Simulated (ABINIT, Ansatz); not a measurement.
# CdS (Hawleyite): modes at Γ and the response to a field, part 2 of 3

Aim: the zone-centre modes of CdS (Hawleyite).

ABINIT 10.8.3; DFT LDA, scalar-relativistic, plane waves, PseudoDojo norm-conserving pseudopotentials.

So far. Step 4 (Self-consistent run for the response): The cell stands at -0.37 GPa: the relaxation ran with a smoothed and higher cutoff and on another k mesh. Step 6 (Zone-centre response): The acoustic modes at Γ come out as far as 2.3 cm⁻¹ from zero, where they should vanish, a small numerical error; the Born charges miss their sum rule by 4.8e-4 e, which is good. The relaxed cell has a = 5.758 Å (conventional setting).

## Step 7: Zone-centre analysis

anaddb reads the merged derivatives, imposes the acoustic sum rule and charge neutrality, and adds the LO-TO term along chosen directions.

The input, anaddb.abi:

```
ddb_filepath "gamma_DDB"
output_file "anaddb.abo"
outdata_prefix "anaddb"
asr 1
chneut 1
enunit 2
eivec 1
nph1l 1
qph1l 0.0 0.0 0.0 1.0
dieflag 1
nph2l 3
qph2l 
    1.0 0.0 0.0 0.0
    0.0 0.0 1.0 0.0
    1.0 1.0 1.0 0.0
```

The input, mrgddb.in:

```
gamma_DDB
merged
2
dfpt_gammao_DS2_DDB
gso_DDB
```

Run with:

```sh
$ mrgddb < mrgddb.in > mrgddb.log
$ OMP_NUM_THREADS=1 anaddb anaddb.abi > anaddb.log
```

anaddb.abo, the main output file:

```text
[banners, grids, parts of the stress and lines that vanish by symmetry left out]
-outvars_anaddb: echo values of input variables ----------------------

 Flags :
[...]
Dielectric Tensor and Effective Charges
[...]
Effective charge tensors after
[...]
Phonon wavevector (reduced coordinates) :  0.00000  0.00000  0.00000
 Phonon energies in Hartree :
[...]
Phonon energies in meV     :
-  0.000000E+00  0.000000E+00  0.000000E+00  3.028647E+01  3.028647E+01
-  3.028647E+01
 Phonon frequencies in cm-1    :
-  0.000000E+00  0.000000E+00  0.000000E+00  2.442768E+02  2.442768E+02
-  2.442768E+02
 Phonon frequencies in Thz     :
-  0.000000E+00  0.000000E+00  0.000000E+00  7.323235E+00  7.323235E+00
-  7.323235E+00
 Phonon energies in Kelvin  :
-  0.000000E+00  0.000000E+00  0.000000E+00  3.514599E+02  3.514599E+02
-  3.514599E+02
[...]
-  1  0.00000000E+00  0.00000000E+00 -1.94859037E-03
-     0.00000000E+00  0.00000000E+00  0.00000000E+00
-  2  0.00000000E+00  0.00000000E+00 -1.94859115E-03
-     0.00000000E+00  0.00000000E+00  0.00000000E+00
[...]
-  1  0.00000000E+00 -1.94859037E-03  0.00000000E+00
-     0.00000000E+00  0.00000000E+00  0.00000000E+00
-  2  0.00000000E+00 -1.94859115E-03  0.00000000E+00
-     0.00000000E+00  0.00000000E+00  0.00000000E+00
[...]
-  1  1.94859038E-03  0.00000000E+00  0.00000000E+00
-     0.00000000E+00  0.00000000E+00  0.00000000E+00
-  2  1.94859115E-03  0.00000000E+00  0.00000000E+00
-     0.00000000E+00  0.00000000E+00  0.00000000E+00
[...]
-  1  0.00000000E+00 -1.19094710E-07  1.04073153E-03
-     0.00000000E+00  0.00000000E+00  0.00000000E+00
-  2  0.00000000E+00  4.17499847E-07 -3.64840096E-03
-     0.00000000E+00  0.00000000E+00  0.00000000E+00
[...]
-  1  0.00000000E+00  1.04073153E-03  1.19093539E-07
-     0.00000000E+00  0.00000000E+00  0.00000000E+00
-  2 -1.67451052E-07 -3.64840096E-03 -4.17495741E-07
-     0.00000000E+00  0.00000000E+00  0.00000000E+00
[...]
-  1  1.04073153E-03  0.00000000E+00  0.00000000E+00
-     0.00000000E+00  0.00000000E+00  0.00000000E+00
-  2 -3.64840098E-03  1.67440814E-07  0.00000000E+00
-     0.00000000E+00  0.00000000E+00  0.00000000E+00
[...]
-     1          0.000000    -0.000000     0.000001     0.000001
-     2         -0.000000     0.000001     0.000000     0.000001
-     3         -0.000001    -0.000000    -0.000000     0.000001
-     4          0.000065    -0.000302     2.637687     2.637687
-     5          0.000121     2.637687     0.000302     2.637687
-     6          2.637687    -0.000121    -0.000065     2.637687
[...]
-   1     Real    0.0000E+00  0.0000E+00  0.0000E+00  0.0000E+00  0.0000E+00  0.0000E+00  0.0000E+00
[...]
-   2     Real    0.0000E+00  0.0000E+00  0.0000E+00  0.0000E+00  0.0000E+00  0.0000E+00  0.0000E+00
[...]
-   3     Real    0.0000E+00  0.0000E+00  0.0000E+00  0.0000E+00  0.0000E+00  0.0000E+00  0.0000E+00
[...]
-   4     Real    6.0211E-14  1.3114E-12  1.0014E-04 -2.8100E-13  2.4556E-09 -1.1460E-08  1.0014E-04
[...]
-   5     Real    2.1096E-13  1.0014E-04  1.3114E-12  4.5963E-09  5.2597E-13  1.1460E-08  1.0014E-04
[...]
-   6     Real    1.0014E-04  2.1093E-13  6.0237E-14 -4.5961E-09 -2.4561E-09  1.1272E-13  1.0014E-04
[...]
Phonon at Gamma, with non-analyticity in the
[...]
Phonon energies in Hartree :
[...]
Phonon energies in meV     :
-  0.000000E+00  0.000000E+00  0.000000E+00  3.028647E+01  3.028647E+01
-  3.682465E+01
 Phonon frequencies in cm-1    :
-  0.000000E+00  0.000000E+00  0.000000E+00  2.442768E+02  2.442768E+02
-  2.970108E+02
 Phonon frequencies in Thz     :
-  0.000000E+00  0.000000E+00  0.000000E+00  7.323235E+00  7.323235E+00
-  8.904160E+00
 Phonon energies in Kelvin  :
-  0.000000E+00  0.000000E+00  0.000000E+00  3.514599E+02  3.514599E+02
-  4.273323E+02
[...]
-  1  0.00000000E+00  0.00000000E+00 -1.94859037E-03
-     0.00000000E+00  0.00000000E+00  0.00000000E+00
-  2  0.00000000E+00  0.00000000E+00 -1.94859115E-03
-     0.00000000E+00  0.00000000E+00  0.00000000E+00
[...]
Phonon at Gamma, with non-analyticity in the
[...]
Phonon energies in Hartree :
[...]
Phonon energies in meV     :
-  0.000000E+00  0.000000E+00  0.000000E+00  3.028647E+01  3.028647E+01
-  3.682465E+01
 Phonon frequencies in cm-1    :
-  0.000000E+00  0.000000E+00  0.000000E+00  2.442768E+02  2.442768E+02
-  2.970108E+02
 Phonon frequencies in Thz     :
-  0.000000E+00  0.000000E+00  0.000000E+00  7.323235E+00  7.323235E+00
-  8.904160E+00
 Phonon energies in Kelvin  :
-  0.000000E+00  0.000000E+00  0.000000E+00  3.514599E+02  3.514599E+02
-  4.273323E+02
[...]
Phonon at Gamma, with non-analyticity in the
[...]
Phonon energies in Hartree :
[...]
Phonon energies in meV     :
-  0.000000E+00  0.000000E+00  0.000000E+00  3.028647E+01  3.028647E+01
-  3.682465E+01
 Phonon frequencies in cm-1    :
-  0.000000E+00  0.000000E+00  0.000000E+00  2.442768E+02  2.442768E+02
-  2.970108E+02
 Phonon frequencies in Thz     :
-  0.000000E+00  0.000000E+00  0.000000E+00  7.323235E+00  7.323235E+00
-  8.904160E+00
 Phonon energies in Kelvin  :
-  0.000000E+00  0.000000E+00  0.000000E+00  3.514599E+02  3.514599E+02
-  4.273323E+02
[...]
-  1  1.28992439E-06 -1.94858625E-03 -3.80768941E-06
-     0.00000000E+00  0.00000000E+00  0.00000000E+00
-  2  1.29000873E-06 -1.94858694E-03 -3.80760710E-06
-     0.00000000E+00  0.00000000E+00  0.00000000E+00
[...]
-  1  1.94858973E-03  1.28806671E-06  9.70911124E-07
-     0.00000000E+00  0.00000000E+00  0.00000000E+00
-  2  1.94859042E-03  1.28798340E-06  9.70827691E-07
-     0.00000000E+00  0.00000000E+00  0.00000000E+00
[...]
-  1  1.34993408E-04  6.59066198E-04 -7.94059605E-04
-     0.00000000E+00  0.00000000E+00  0.00000000E+00
-  2 -4.73234513E-04 -2.31043039E-03  2.78366490E-03
-     0.00000000E+00  0.00000000E+00  0.00000000E+00
[...]
-  1  8.38962573E-04 -5.36389007E-04 -3.02573566E-04
-     0.00000000E+00  0.00000000E+00  0.00000000E+00
-  2 -2.94107729E-03  1.88037175E-03  1.06070553E-03
-     0.00000000E+00  0.00000000E+00  0.00000000E+00
[...]
Direction                     Dielectric constant
[...]
0.00000   0.00000   1.00000      9.74708558
   1.00000   1.00000   1.00000      9.74708558
-
```

Run time: 0.56 s. Hardware: 1 thread of Arm Neoverse V2, shared host.

Numbers from this step:

```yaml
mean_static_dielectric_constant: 9.747
highest_mode_moved_by_the_lo_to_term: 297.0 cm⁻¹
```

No LO-TO term; unit eigenvectors of the mass-weighted matrix, from anaddb's displacements. Modes at Γ, with each element's share of the kinetic energy:

```
mode  frequency (cm⁻¹)  symmetry  Cd %  S %
   1               0.0  acoustic    78   22
   2               0.0  acoustic    78   22
   3               0.0  acoustic    78   22
   4             244.3        T2    22   78
   5             244.3        T2    22   78
   6             244.3        T2    22   78
```

Displacements in mode 4 (244.3 cm⁻¹), the largest set to 1:
```
Cd1  0.00  0.00  0.29
S2   0.00  0.00 -1.00
```

Trace of the oscillator strength, degenerate modes summed. Infrared lines, with heights relative to the strongest:

| position (cm⁻¹) | lines merged | IR intensity, relative |
| --- | --- | --- |
| 244 | 3 | 100 |

Static dielectric tensor (ions relaxed, fixed cell):

```
9.75 0.00 0.00
0.00 9.75 0.00
0.00 0.00 9.75
```

The rule moves no optical mode by more than 0.1 cm⁻¹.

## Step 8: Sum rules set otherwise (asr 0)

Without the rule the raw error of the acoustic modes shows.

anaddb.abi: that of step 7 with these lines changed.

```diff
@@ -3,4 +3,4 @@
 outdata_prefix "anaddb"
-asr 1
-chneut 1
+asr 0
+chneut 0
 enunit 2
```

mrgddb.in is that of step 7.

anaddb.abo, the main output file:

```text
[banners, grids, parts of the stress and lines that vanish by symmetry left out]
-outvars_anaddb: echo values of input variables ----------------------

 Flags :
[...]
Dielectric Tensor and Effective Charges
[...]
Effective charge tensors after
[...]
Phonon wavevector (reduced coordinates) :  0.00000  0.00000  0.00000
 Phonon energies in Hartree :
[...]
Phonon energies in meV     :
-  2.800250E-01  2.800250E-01  2.800250E-01  3.028686E+01  3.028686E+01
-  3.028686E+01
 Phonon frequencies in cm-1    :
-  2.258554E+00  2.258554E+00  2.258554E+00  2.442800E+02  2.442800E+02
-  2.442800E+02
 Phonon frequencies in Thz     :
-  6.770974E-02  6.770974E-02  6.770974E-02  7.323329E+00  7.323329E+00
-  7.323329E+00
 Phonon energies in Kelvin  :
-  3.249555E+00  3.249555E+00  3.249555E+00  3.514644E+02  3.514644E+02
-  3.514644E+02
[...]
-  1  0.00000000E+00 -1.24615021E-07 -1.94854384E-03
-     0.00000000E+00  0.00000000E+00  0.00000000E+00
-  2  0.00000000E+00 -1.24628478E-07 -1.94875426E-03
-     0.00000000E+00  0.00000000E+00  0.00000000E+00
[...]
-  1  0.00000000E+00 -1.94854384E-03  1.24616205E-07
-     0.00000000E+00  0.00000000E+00  0.00000000E+00
-  2  0.00000000E+00 -1.94875426E-03  1.24629662E-07
-     0.00000000E+00  0.00000000E+00  0.00000000E+00
[...]
-  1  1.94854384E-03  0.00000000E+00  0.00000000E+00
-     0.00000000E+00  0.00000000E+00  0.00000000E+00
-  2  1.94875426E-03  0.00000000E+00  0.00000000E+00
-     0.00000000E+00  0.00000000E+00  0.00000000E+00
[...]
-  1  0.00000000E+00  0.00000000E+00 -1.04081865E-03
-     0.00000000E+00  0.00000000E+00  0.00000000E+00
-  2  0.00000000E+00  0.00000000E+00  3.64831386E-03
-     0.00000000E+00  0.00000000E+00  0.00000000E+00
[...]
-  1  0.00000000E+00 -1.04081865E-03  0.00000000E+00
-     0.00000000E+00  0.00000000E+00  0.00000000E+00
-  2 -3.16467254E-07  3.64831385E-03  0.00000000E+00
-     0.00000000E+00  0.00000000E+00  0.00000000E+00
[...]
-  1  1.04081865E-03  0.00000000E+00  0.00000000E+00
-     0.00000000E+00  0.00000000E+00  0.00000000E+00
-  2 -3.64831385E-03 -3.16467649E-07  0.00000000E+00
-     0.00000000E+00  0.00000000E+00  0.00000000E+00
[...]
-     1          0.000000    -0.000000    -0.000174     0.000174
-     2          0.000000    -0.000174     0.000000     0.000174
-     3          0.000174     0.000000     0.000000     0.000174
-     4          0.000024    -0.000031    -2.637565     2.637565
-     5          0.000229    -2.637565     0.000031     2.637565
-     6          2.637565     0.000229     0.000024     2.637565
[...]
-   1     Real    0.0000E+00  0.0000E+00  2.2978E-13  0.0000E+00  0.0000E+00  0.0000E+00  2.2978E-13
[...]
-   2     Real    0.0000E+00  2.2978E-13  0.0000E+00  0.0000E+00  0.0000E+00  0.0000E+00  2.2978E-13
[...]
-   3     Real    2.2978E-13  0.0000E+00  0.0000E+00  0.0000E+00  0.0000E+00  0.0000E+00  2.2978E-13
[...]
-   4     Real    0.0000E+00  1.3827E-14  1.0013E-04 -1.0851E-14 -9.2343E-10  1.1767E-09  1.0013E-04
[...]
-   5     Real    7.5344E-13  1.0013E-04  1.3829E-14 -8.6858E-09  1.0207E-13 -1.1767E-09  1.0013E-04
[...]
-   6     Real    1.0013E-04  7.5344E-13  0.0000E+00  8.6858E-09  9.2333E-10  8.0093E-14  1.0013E-04
[...]
Phonon at Gamma, with non-analyticity in the
[...]
Phonon energies in Hartree :
[...]
Phonon energies in meV     :
-  2.800250E-01  2.800250E-01  2.800262E-01  3.028686E+01  3.028686E+01
-  3.682423E+01
 Phonon frequencies in cm-1    :
-  2.258554E+00  2.258554E+00  2.258564E+00  2.442800E+02  2.442800E+02
-  2.970074E+02
 Phonon frequencies in Thz     :
-  6.770974E-02  6.770974E-02  6.771003E-02  7.323329E+00  7.323329E+00
-  8.904058E+00
 Phonon energies in Kelvin  :
-  3.249555E+00  3.249555E+00  3.249569E+00  3.514644E+02  3.514644E+02
-  4.273274E+02
[...]
-  1  0.00000000E+00 -1.24617843E-07 -1.94854384E-03
-     0.00000000E+00  0.00000000E+00  0.00000000E+00
-  2  0.00000000E+00 -1.24631300E-07 -1.94875426E-03
-     0.00000000E+00  0.00000000E+00  0.00000000E+00
[...]
Phonon at Gamma, with non-analyticity in the
[...]
Phonon energies in Hartree :
[...]
Phonon energies in meV     :
-  2.800250E-01  2.800250E-01  2.800262E-01  3.028686E+01  3.028686E+01
-  3.682423E+01
 Phonon frequencies in cm-1    :
-  2.258554E+00  2.258554E+00  2.258564E+00  2.442800E+02  2.442800E+02
-  2.970074E+02
 Phonon frequencies in Thz     :
-  6.770974E-02  6.770974E-02  6.771003E-02  7.323329E+00  7.323329E+00
-  8.904058E+00
 Phonon energies in Kelvin  :
-  3.249555E+00  3.249555E+00  3.249569E+00  3.514644E+02  3.514644E+02
-  4.273274E+02
[...]
Phonon at Gamma, with non-analyticity in the
[...]
Phonon energies in Hartree :
[...]
Phonon energies in meV     :
-  2.800250E-01  2.800250E-01  2.800262E-01  3.028686E+01  3.028686E+01
-  3.682423E+01
 Phonon frequencies in cm-1    :
-  2.258554E+00  2.258554E+00  2.258564E+00  2.442800E+02  2.442800E+02
-  2.970074E+02
 Phonon frequencies in Thz     :
-  6.770974E-02  6.770974E-02  6.771003E-02  7.323329E+00  7.323329E+00
-  8.904058E+00
 Phonon energies in Kelvin  :
-  3.249555E+00  3.249555E+00  3.249569E+00  3.514644E+02  3.514644E+02
-  4.273274E+02
[...]
-  1  1.57557456E-03 -9.60884407E-04 -6.25371145E-04
-     0.00000000E+00  0.00000000E+00  0.00000000E+00
-  2  1.57574457E-03 -9.60988305E-04 -6.25438811E-04
-     0.00000000E+00  0.00000000E+00  0.00000000E+00
[...]
-  1  1.13020704E-03  1.12347426E-03  1.12124835E-03
-     0.00000000E+00  0.00000000E+00  0.00000000E+00
-  2  1.13037106E-03  1.12363755E-03  1.12141139E-03
-     0.00000000E+00  0.00000000E+00  0.00000000E+00
[...]
-  1  1.35110485E-04  6.59053732E-04 -7.94164218E-04
-     0.00000000E+00  0.00000000E+00  0.00000000E+00
-  2 -4.73593988E-04 -2.31013814E-03  2.78373213E-03
-     0.00000000E+00  0.00000000E+00  0.00000000E+00
[...]
-  1  8.39015775E-04 -5.36517000E-04 -3.02498775E-04
-     0.00000000E+00  0.00000000E+00  0.00000000E+00
-  2 -2.94094737E-03  1.88061811E-03  1.06032926E-03
-     0.00000000E+00  0.00000000E+00  0.00000000E+00
[...]
Direction                     Dielectric constant
[...]
0.00000   0.00000   1.00000      9.74661313
   1.00000   1.00000   1.00000      9.74661313
-
```

The job ended after 0.51 s (1 thread).

Zone-centre frequencies as printed; negative means imaginary. Modes:

```
mode  frequency (cm⁻¹)
   1              2.26
   2              2.26
   3              2.26
   4             244.3
   5             244.3
   6             244.3
```

(Part 2 of 3 ends here.)

[Host names and launcher messages were left out of these logs when they were recorded.]

[Logs are printed without paths, hosts, clocks, repeated set-up lines and the standing remarks that a program may print on its own settings, such as how far it seeks lower states.]

[Hosts, paths, dates, database ids (printed as entryN), source tags and the programs' standing remarks are cut or masked in the printed files.]
